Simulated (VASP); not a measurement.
# KCl (Sylvite): K into a neighbouring K vacancy, part 3 of 5

Wanted: the minimum-energy path in KCl (Sylvite) for this move: K into a neighbouring K vacancy. The start is a cell from a database of measured crystal structures.

VASP 6.6.1; PBEsol; plane waves and PAW (K_pv, Cl).

So far. Step 2 (Relax the host): The start already met the threshold, so nothing moved. Step 3 (Relax the start): The run ended after 9 ionic steps, 0.318 eV below its first step, once the forces on the free atoms met EDIFFG = -0.05.

## Step 4: Relax the end

The end state is relaxed in the same way, so that both ends share their errors.

This cell carries charge -1, set by NELECT and balanced by a uniform background.

Input file INCAR:

```
SYSTEM = K26Cl27
PREC = Normal
ENCUT = 280
EDIFF = 1E-05
NELM = 120
ISMEAR = 0
SIGMA = 0.05
LREAL = Auto
ALGO = Fast
GGA = PS
NELECT = 372
NBANDS = 228
LORBIT = 11
LWAVE = .FALSE.
LCHARG = .FALSE.
NCORE = 6
LASPH = .TRUE.
IBRION = 2
NSW = 60
ISIF = 2
EDIFFG = -0.05
POTIM = 0.4
MAXMIX = 40
ISYM = 0
```

Input file POSCAR:

```
K26Cl27
1.0
    0.0000000000      9.4394100000      9.4394100000
    9.4394100000      0.0000000000      9.4394100000
    9.4394100000      9.4394100000      0.0000000000
K Cl
26 27
Direct
    0.0007039317     -0.0012053684      0.0012020484
    0.0016537238     -0.0001702588      0.6655034631
    0.0016081341      0.3321683783      0.0025710971
    0.0004173273      0.3327623978      0.3326490842
    0.0000372913      0.3336646370      0.6665657532
    0.0020401061      0.6634088166     -0.0002823077
    0.0033140163      0.6661437698      0.3313705692
   -0.0013391612      0.6660306614      0.6683472884
    0.3300168089      0.0009026137      0.0051815957
    0.3326043535     -0.0025651479      0.3342466027
    0.3339674499      0.0019640767      0.6650598801
    0.3294859133      0.3372691118     -0.0018971878
    0.3364004862      0.3306223592      0.3326172553
    0.3335609959      0.3369797057      0.6641822429
    0.3304602414      0.6703296706      0.0006170801
    0.3326808513      0.6646375468      0.3339358758
    0.3300148962      0.6693577684      0.6679316290
    0.6651958586      0.0009637585      0.0000987717
    0.6658823343     -0.0016957858      0.3338348922
    0.6665579408     -0.0005983649      0.6663370328
    0.6670940443      0.3345018423     -0.0010483957
    0.6661600302      0.3324314468      0.3335504399
    0.6664344562      0.3346647331      0.6642196996
    0.6674674649      0.6666270276     -0.0023811012
    0.6636771219      0.6653778386      0.3354751244
    0.6649998983      0.6653409150      0.6688833921
    0.1639147892      0.1670324033      0.1679330704
    0.1665908387      0.1671718097      0.4996976890
    0.1696491831      0.1624072513      0.8341905274
    0.1685774825      0.4973374336      0.1660670392
    0.1658994500      0.5006406402      0.5000476623
    0.1663343513      0.5017704129      0.8320836581
    0.1663247442      0.8338384702      0.1651659165
    0.1650387679      0.8331337454      0.5011425309
    0.1630531162      0.8347627131      0.8332171406
    0.4985458964      0.1681800839      0.1652369897
    0.5000411176      0.1646873128      0.5018631112
    0.4984125328      0.1630471059      0.8356267380
    0.4952025306      0.5032511121      0.1699838514
    0.4971604285      0.4990693600      0.5027551767
    0.4997653499      0.4992813145      0.8353803378
    0.4998504194      0.8315574117      0.1678459401
    0.4990316951      0.8328716068      0.5013905739
    0.5003083601      0.8311701491      0.8325469648
    0.8332536246      0.1684034377      0.1670516601
    0.8326397309      0.1657012694      0.5012506311
    0.8341882207      0.1651556206      0.8362598226
    0.8332842386      0.4990293693      0.1663813407
    0.8339146783      0.4988022657      0.4997114564
    0.8321523697      0.5018672607      0.8345147241
    0.8335282171      0.8361825731      0.1658345485
    0.8327592503      0.8331313784      0.4988614173
    0.8319331445      0.8346591641      0.8317644420
```

Input file KPOINTS:

```
Automatic mesh
0
Gamma
1 1 1
0 0 0
```

Potentials, in the order of the species: K_pv and Cl (PBE family, release 64).

Launch:

```console
$ mpirun -np 6 vasp_gam
```

Output:

```text
[... set-up lines as in an earlier step ...]
 entering main loop
       N       E                     dE             d eps       ncg     rms          rms(c)
DAV:   1     0.322035129582E+04    0.32204E+04   -0.12312E+05   464   0.958E+02
DAV:   2     0.275678316652E+03   -0.29447E+04   -0.28167E+04   608   0.285E+02
DAV:   3    -0.169289249746E+03   -0.44497E+03   -0.44216E+03   536   0.101E+02
DAV:   4    -0.191206711834E+03   -0.21917E+02   -0.21857E+02   512   0.229E+01
DAV:   5    -0.191560544692E+03   -0.35383E+00   -0.35354E+00   600   0.367E+00BRMIX: very serious problems
 the old and the new charge density differ
 old charge density:   371.00000 new  372.00000
    0.153E+01
RMM:   6    -0.184318677982E+03    0.72419E+01   -0.15220E+01   456   0.450E+00    0.113E+01
RMM:   7    -0.184166749736E+03    0.15193E+00   -0.91361E+00   456   0.330E+00    0.794E+00
RMM:   8    -0.184688264673E+03   -0.52151E+00   -0.27258E+00   456   0.239E+00    0.520E+00
RMM:   9    -0.184359200026E+03    0.32906E+00   -0.40777E-01   456   0.962E-01    0.216E+00
RMM:  10    -0.184341642367E+03    0.17558E-01   -0.39565E-01   456   0.776E-01    0.292E-01
RMM:  11    -0.184353014799E+03   -0.11372E-01   -0.63258E-02   470   0.338E-01    0.517E-01
RMM:  12    -0.184354664996E+03   -0.16502E-02   -0.14489E-02   502   0.158E-01    0.652E-01
RMM:  13    -0.184348604488E+03    0.60605E-02   -0.14632E-02   456   0.159E-01    0.149E-01
RMM:  14    -0.184348731401E+03   -0.12691E-03   -0.32598E-03   458   0.807E-02    0.377E-02
RMM:  15    -0.184348752303E+03   -0.20902E-04   -0.37532E-04   422   0.308E-02    0.225E-02
RMM:  16    -0.184348773434E+03   -0.21131E-04   -0.78377E-05   371   0.146E-02    0.102E-02
RMM:  17    -0.184348789153E+03   -0.15719E-04   -0.99310E-05   366   0.126E-02    0.351E-02
RMM:  18    -0.184348785951E+03    0.32016E-05   -0.80262E-06   271   0.516E-03
   1 F= -.18434879E+03 E0= -.18434879E+03  d E =-.184349E+03
 curvature:   0.00 expect dE= 0.000E+00 dE for cont linesearch  0.000E+00
 trial: gam= 0.00000 g(F)=  0.762E-01 g(S)=  0.000E+00 ort = 0.000E+00 (trialstep = 0.100E+01)
 search vector abs. value=  0.762E-01
 bond charge predicted
       N       E                     dE             d eps       ncg     rms          rms(c)
DAV:   1    -0.184404152713E+03   -0.55364E-01   -0.51556E+00   496   0.340E+00    0.862E-01
RMM:   2    -0.184447755140E+03   -0.43602E-01   -0.31143E-01   456   0.874E-01    0.133E+00
RMM:   3    -0.184419737982E+03    0.28017E-01   -0.11236E-01   456   0.511E-01    0.229E-01
RMM:   4    -0.184420483060E+03   -0.74508E-03   -0.14677E-02   458   0.205E-01    0.224E-01
RMM:   5    -0.184420199462E+03    0.28360E-03   -0.19427E-03   456   0.784E-02    0.122E-01
RMM:   6    -0.184420120496E+03    0.78966E-04   -0.28786E-03   461   0.623E-02    0.616E-02
RMM:   7    -0.184420169463E+03   -0.48967E-04   -0.70361E-04   456   0.415E-02    0.940E-02
RMM:   8    -0.184420104054E+03    0.65408E-04   -0.38686E-04   451   0.282E-02    0.572E-02
RMM:   9    -0.184420082175E+03    0.21879E-04   -0.59609E-05   356   0.144E-02    0.293E-02
RMM:  10    -0.184420071697E+03    0.10478E-04   -0.39463E-05   340   0.860E-03    0.133E-02
RMM:  11    -0.184420071091E+03    0.60623E-06   -0.85812E-06   272   0.475E-03
   2 F= -.18442007E+03 E0= -.18442007E+03  d E =-.712851E-01
[...]
3 F= -.18457375E+03 E0= -.18457375E+03  d E =-.224963E+00
[...]
4 F= -.18459887E+03 E0= -.18459887E+03  d E =-.250087E+00
[...]
5 F= -.18463586E+03 E0= -.18463586E+03  d E =-.287073E+00
[...]
6 F= -.18465544E+03 E0= -.18465544E+03  d E =-.195800E-01
[...]
7 F= -.18468844E+03 E0= -.18468844E+03  d E =-.525854E-01
[...]
8 F= -.18469066E+03 E0= -.18469066E+03  d E =-.547978E-01
 curvature:  -6.61 expect dE=-0.971E-02 dE for cont linesearch -0.532E-04
 trial: gam= 0.19878 g(F)=  0.147E-02 g(S)=  0.000E+00 ort =-0.293E-03 (trialstep = 0.415E+01)
 search vector abs. value=  0.178E-02
 bond charge predicted
       N       E                     dE             d eps       ncg     rms          rms(c)
DAV:   1    -0.184687884963E+03    0.27692E-02   -0.22377E+00   488   0.206E+00    0.669E-01
RMM:   2    -0.184700616952E+03   -0.12732E-01   -0.96312E-02   456   0.508E-01    0.535E-01
RMM:   3    -0.184695783091E+03    0.48339E-02   -0.32931E-02   460   0.254E-01    0.259E-01
RMM:   4    -0.184695806523E+03   -0.23432E-04   -0.53615E-03   456   0.118E-01    0.152E-01
RMM:   5    -0.184695698774E+03    0.10775E-03   -0.22152E-03   459   0.728E-02    0.135E-01
RMM:   6    -0.184695603447E+03    0.95327E-04   -0.27010E-04   455   0.324E-02    0.632E-02
RMM:   7    -0.184695628838E+03   -0.25390E-04   -0.79237E-04   472   0.380E-02    0.576E-02
RMM:   8    -0.184695599182E+03    0.29655E-04   -0.76956E-05   383   0.181E-02    0.507E-02
RMM:   9    -0.184695570328E+03    0.28855E-04   -0.12987E-04   381   0.146E-02    0.168E-02
RMM:  10    -0.184695571030E+03   -0.70248E-06   -0.24671E-05   321   0.862E-03
   9 F= -.18469557E+03 E0= -.18469557E+03  d E =-.491470E-02
 trial-energy change:   -0.004915  1 .order   -0.004965   -0.005861   -0.004068
 step:  13.5714(harm= 13.5714)  dis= 0.04020  next Energy=  -184.700237 (dE=-0.958E-02)
 reached required accuracy - stopping structural energy minimisation
```

Elapsed: 6.1 min, on 6 MPI ranks of Intel Xeon Platinum 8375C at 2.90GHz (Ice Lake), shared host; peak memory 1 GiB.

From OUTCAR (step 4):

```text
NELECT = 372

 ion  position               nearest neighbor table
   1  0.001  0.999  0.001-  33 3.11  51 3.11  47 3.13  35 3.13  29 3.14  45 3.17  15 4.39   7 4.42
                             9 4.44  19 4.46   3 4.47  21 4.47   2 4.47  11 4.47   5 4.47  18 4.47
   2  0.002  1.000  0.666-  35 3.11  34 3.13  28 3.14  46 3.15  53 3.16  47 3.17  17 4.40  10 4.42
                             4 4.44  11 4.45   5 4.45   8 4.46   1 4.47  20 4.47  23 4.47   6 4.48
   3  0.002  0.332  0.003-  27 3.09  48 3.12  45 3.14  32 3.16  50 3.19  29 3.19  12 4.38   4 4.40
                             9 4.40   6 4.41  22 4.45   8 4.46  24 4.46   1 4.47  21 4.47  14 4.47
   4  0.000  0.333  0.333-  27 3.12  30 3.14  49 3.14  28 3.15  48 3.15  46 3.16   3 4.40   6 4.43
                            12 4.43  23 4.44   2 4.44  10 4.46  22 4.46   5 4.46   7 4.46  25 4.47
   5  0.000  0.334  0.667-  31 3.14  49 3.14  28 3.15  47 3.16  50 3.17  29 3.18   8 4.44  21 4.44
                            11 4.44  26 4.45   2 4.45   7 4.46  14 4.46   4 4.46  23 4.46   1 4.47
   6  0.002  0.663  1.000-  32 3.11  35 3.14  30 3.14  48 3.14  53 3.19  51 3.20  12 4.36  17 4.40
                             3 4.41   8 4.43   4 4.43  15 4.44   7 4.45  24 4.46   2 4.48   1 4.48
   7  0.003  0.666  0.331-  33 3.12  31 3.13  30 3.15  52 3.16  51 3.17  49 3.18  15 4.39  16 4.40
                             1 4.42   6 4.45   5 4.46   4 4.46  13 4.46   8 4.47  19 4.47  26 4.51
   8  0.999  0.666  0.668-  50 3.12  32 3.13  53 3.13  34 3.15  31 3.15  52 3.17  24 4.41   6 4.43
                            14 4.43   5 4.44  20 4.44  17 4.44  26 4.46   2 4.46   3 4.46  16 4.46
   9  0.330  0.001  0.005-  27 3.10  38 3.12  33 3.12  29 3.13  42 3.14  44 3.23  10 4.39   3 4.40
                             1 4.44  16 4.44  12 4.44  15 4.44  18 4.44  24 4.48  11 4.51  20 4.51
  10  0.333  0.997  0.334-  34 3.13  42 3.14  43 3.15  27 3.16  28 3.16  36 3.18   9 4.39  17 4.42
                             2 4.42  25 4.43  16 4.44  18 4.45  19 4.45   4 4.46  11 4.46  13 4.46
  11  0.334  0.002  0.665-  37 3.10  29 3.11  28 3.14  43 3.14  44 3.15  35 3.19  13 4.41  19 4.43
                            20 4.43   5 4.44   2 4.45  17 4.45  15 4.45  10 4.46  26 4.46  14 4.46
  12  0.329  0.337  0.998-  30 3.10  32 3.11  41 3.14  27 3.17  36 3.17  38 3.18   6 4.36   3 4.38
                            17 4.42   4 4.43  14 4.43   9 4.44  13 4.47  15 4.47  23 4.48  18 4.49
  13  0.336  0.331  0.333-  36 3.11  39 3.13  37 3.14  28 3.15  30 3.16  31 3.19  11 4.41  19 4.42
                            22 4.42  21 4.43  16 4.44  14 4.45  10 4.46   7 4.46  12 4.47   4 4.47
  14  0.334  0.337  0.664-  40 3.07  31 3.13  32 3.14  37 3.16  38 3.18  29 3.20  16 4.39  22 4.43
                            23 4.43   8 4.43  12 4.43  17 4.44  13 4.45   5 4.46  11 4.46   3 4.47
  15  0.330  0.670  0.001-  33 3.10  44 3.12  39 3.15  35 3.16  30 3.16  41 3.17   7 4.39   1 4.39
                            16 4.43   6 4.44   9 4.44  26 4.45  17 4.45  11 4.45  24 4.45  12 4.47
  16  0.333  0.665  0.334-  39 3.07  31 3.12  40 3.15  42 3.15  33 3.16  34 3.17  14 4.39   7 4.40
                            15 4.43  25 4.43   9 4.44  13 4.44  22 4.44  10 4.44   8 4.46  17 4.47
  17  0.330  0.669  0.668-  35 3.12  32 3.13  34 3.13  43 3.14  40 3.17  41 3.18   2 4.40   6 4.40
                            10 4.42  12 4.42  14 4.44   8 4.44  25 4.45  11 4.45  15 4.45  26 4.45
  18  0.665  0.001  0.000-  38 3.13  36 3.14  47 3.15  51 3.15  53 3.16  42 3.16   9 4.44  19 4.44
                            10 4.45  20 4.46  21 4.46  24 4.46  23 4.47   1 4.47  25 4.48   2 4.48
  19  0.666  0.998  0.334-  51 3.12  52 3.13  43 3.14  37 3.16  36 3.17  45 3.19  13 4.42  11 4.43
                            18 4.44  25 4.45  20 4.45  10 4.45   1 4.46  26 4.46  22 4.46   7 4.47
  20  0.667  0.999  0.666-  53 3.12  37 3.12  46 3.14  38 3.14  52 3.15  44 3.16  11 4.43  24 4.43
[...]
52  0.833  0.833  0.499-  19 3.13  20 3.15   7 3.16   8 3.17  26 3.17
  53  0.832  0.835  0.832-  20 3.12   8 3.13  24 3.14  18 3.16   2 3.16   6 3.19

 Found      1 irreducible k-points:

 E-fermi :  -2.7959

 k-point     1 :       0.0000    0.0000    0.0000
  band No.  band energies     occupation
    ...
    182      -3.1093      2.00000
    183      -3.1083      2.00000
    184      -3.1071      2.00000
    185      -3.0956      2.00000
    186      -3.0922      2.00000
    187       1.8091      0.00000
    188       3.4770      0.00000
    189       3.4778      0.00000
    190       3.4890      0.00000
    191       3.5534      0.00000
    ...

  Total       -1.4875592     -1.4698765     -1.3868476      0.0231412      0.0387281      0.0469129
  in kB       -1.4168384     -1.3999963     -1.3209147      0.0220410      0.0368869      0.0446826
  external PRESSURE =      -1.3792498 kB  Pullay stress =       0.0000000 kB

 POSITION                                       TOTAL-FORCE (eV/Angst)
 -----------------------------------------------------------------------------------
      0.07285      9.49886      9.43800        -0.016323     -0.008053     -0.005979
      6.23389     15.66301      9.43711         0.014585      0.015945     -0.000760
      3.14541      9.50247     12.52047         0.008515     -0.007266      0.005338
      6.23641     12.58606     12.51660         0.004137     -0.000608      0.009641
      9.44836     15.72923     12.57537        -0.010588      0.004797      0.003262
      6.28856      0.00291      6.29139         0.000123     -0.009332     -0.002899
      9.49297      3.14583      6.34954        -0.004619     -0.002924     -0.010046
     12.58775     15.65736     15.79007        -0.000966      0.017257     -0.010426
      9.50703      3.15603     12.51272        -0.011733     -0.007807      0.012557
     12.58541      6.22757     12.51195         0.000899      0.017118      0.013884
     15.72377      9.44776     12.57183         0.010335     -0.009484      0.012888
     12.58306     12.57794      6.30511         0.002986      0.001197      0.006181
      6.27928      6.28225      6.29757         0.006917      0.009115     -0.012282
      9.44729      9.44638      6.29438        -0.010542     -0.009499     -0.003297
     15.71369     12.57796      9.43261         0.012692      0.001686      0.004709
      9.51048      6.22973      9.42719        -0.019257      0.010670      0.007057
     12.59537      9.45646      9.43431        -0.001278     -0.006847     -0.001474
      9.44699     15.72017      6.29588        -0.009133      0.008454     -0.007566
     12.58131      9.49606     15.79186         0.003286     -0.010085     -0.016947
     15.66316     12.58416     15.78570         0.013347     -0.002067     -0.004772
     12.60131     15.70914      9.43485        -0.015275     -0.003669     -0.000020
      6.23896      9.50021      9.43558         0.003581     -0.008345     -0.001303
      9.46713     12.59043      9.42679        -0.008202     -0.006209      0.007981
     15.72700     15.71981     12.57210         0.002822      0.010397      0.012467
      9.44745      9.45137     12.57113        -0.003461     -0.014786      0.009977
     12.57887     12.58664     12.55707         0.008942     -0.002932     -0.003411
      3.15344      3.15251      3.29780        -0.001136     -0.011154      0.027005
      6.30394      6.30740      3.15854        -0.000929     -0.009337     -0.008399
      9.43081      9.43340      3.15974         0.001428      0.002860     -0.013496
      6.30439      3.14433      6.27874        -0.009705     -0.002992      0.000721
      9.42145      6.30475      6.27041         0.009374     -0.006698      0.012438
     12.58634      9.41297      6.27502         0.001410      0.016241      0.004779
      9.29659      3.14429      9.43343        -0.048594      0.001164     -0.005201
     12.59190      6.44173      9.42993         0.001212      0.039313      0.002980
     15.75844      9.41754      9.43492        -0.011382      0.011978     -0.002364
      3.13927      6.29926      6.27422         0.008613     -0.003445      0.007944
      6.30136      9.42707      6.27961        -0.000810     -0.001093     -0.000591
      9.42573     12.58102      6.26806         0.003756      0.005185      0.009852
[...]
-----------------------------------------------------------------------------------
    total drift:                               -0.012816     -0.019326      0.000915

  FREE ENERGIE OF THE ION-ELECTRON SYSTEM (eV)
  ---------------------------------------------------
  free  energy   TOTEN  =      -184.6955710301 eV

  energy  without entropy=     -184.6955710301  energy(sigma->0) =     -184.69557103

 total charge
# of ion       s       p       d       tot
------------------------------------------
    1        0.069   6.090   0.072   6.231
    2        0.069   6.090   0.072   6.231
    3        0.069   6.089   0.072   6.230
    4        0.069   6.089   0.072   6.230
    5        0.070   6.093   0.073   6.237
    6        0.070   6.093   0.073   6.236
    7        0.069   6.090   0.072   6.232
    8        0.069   6.090   0.072   6.231
    9        0.069   6.090   0.072   6.231
   10        0.069   6.090   0.072   6.232
   11        0.070   6.093   0.073   6.236
   12        0.074   6.102   0.078   6.255
   13        0.070   6.093   0.073   6.236
   14        0.070   6.093   0.073   6.237
   15        0.074   6.102   0.078   6.253
   16        0.069   6.090   0.072   6.230
   17        0.074   6.102   0.078   6.254
   18        0.070   6.093   0.073   6.236
   19        0.069   6.090   0.072   6.231
   20        0.069   6.089   0.072   6.230
   21        0.074   6.102   0.078   6.255
   22        0.069   6.090   0.072   6.231
   23        0.074   6.102   0.078   6.254
   24        0.070   6.093   0.073   6.236
   25        0.070   6.093   0.074   6.237
   26        0.074   6.102   0.078   6.255
   27        1.578   3.565   0.000   5.144
   28        1.578   3.563   0.000   5.141
   29        1.578   3.563   0.000   5.141
   30        1.578   3.561   0.000   5.139
   31        1.578   3.563   0.000   5.141
   32        1.578   3.561   0.000   5.138
   33        1.578   3.565   0.000   5.143
   34        1.578   3.565   0.000   5.144
   35        1.578   3.561   0.000   5.138
   36        1.578   3.561   0.000   5.138
   37        1.578   3.563   0.000   5.141
[...]
--------------------------------------------------
tot         44.436 254.624   1.922 300.983

[... 6 parts as in an earlier step ...]

[... 1 further part left out ...]
```

The steps of the relaxation:

| step | energy less that of the first step (eV) | largest force (eV/Å) |
| --- | --- | --- |
| 1 | 0.0000 | 0.3701 |
| 2 | -0.0713 | 0.3366 |
| 3 | -0.2250 | 0.2211 |
| 4 | -0.2501 | 0.2856 |
| 5 | -0.2871 | 0.1784 |
| 6 | -0.3067 | 0.1403 |
| 7 | -0.3397 | 0.0724 |
| 8 | -0.3419 | 0.0741 |
| 9 | -0.3468 | 0.0489 |

The atoms that moved most (Å):

| atom | dx | dy | dz | length |
| --- | --- | --- | --- | --- |
| Cl27 | -0.008 | 0.020 | 0.174 | 0.175 |
| Cl45 | -0.017 | -0.162 | -0.023 | 0.164 |
| Cl52 | 0.003 | 0.007 | -0.163 | 0.163 |
| Cl46 | 0.157 | -0.007 | 0.007 | 0.157 |
| Cl34 | -0.003 | 0.153 | 0.008 | 0.154 |
| Cl33 | -0.133 | 0.015 | -0.008 | 0.134 |
| K8 | -0.008 | -0.078 | 0.076 | 0.110 |
| K16 | 0.085 | -0.063 | 0.013 | 0.106 |

This step gave:

| Quantity | Value |
| --- | --- |
| electronic cycles | 102 |
| free energy (TOTEN) | -184.6956 eV |
| Fermi energy | -2.796 eV |
| gap on the k-mesh | 4.901 eV |
| least direct gap on the k-mesh | 4.901 eV |

The run ended after 9 ionic steps, 0.347 eV below its first step, once the forces on the free atoms met EDIFFG = -0.05.

(Continued in part 4 of 5.)

[Lines on the potential files, build, host, timing and source positions are cut from VASP's logs without a mark.]

[Logs are printed without paths, hosts, clocks, repeated set-up lines and the standing remarks that a program may print on its own settings, such as how far it seeks lower states.]

[Hosts, paths, dates, database ids (printed as entryN), source tags and the programs' standing remarks are cut or masked in the printed files.]

[Runs that stopped without an error message from VASP are left out.]
